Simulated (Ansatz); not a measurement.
Consider GeTe (space group R3m, No. 160; a = 4.1622 Å, c = 10.4635 Å (hexagonal axes)).

Calculations: Kohn–Sham DFT with the PBEsol functional, run in Ansatz (a quantum-chemistry and plane-wave program) with PAW and 420 eV plane waves, scalar-relativistic without spin-orbit coupling.

One change was made to it. Results:

The c/a ratio falls by 0.013, from 2.514 to 2.501; the lattice parameter a falls by 0.020 Å to 4.142 Å.

What was done to the base?
(A) pressure 0.9 GPa
(B) pressure 9 GPa
(C) pressure 2.1 GPa
(D) pressure 4.5 GPa

A, pressure 0.9 GPa. For comparison, the lattice parameter a in the other runs: pressure 9 GPa gives 4.006 Å; pressure 4.5 GPa gives 4.075 Å; pressure 2.1 GPa gives 4.119 Å.

A case with no gap was solved on a k-mesh chosen for an insulator, which is coarse for it. Load acts through the strain it causes; cell and atoms are relaxed under it. No phonon test of stability was made. Competing high-pressure phases were not computed. All final runs are without spin polarisation.
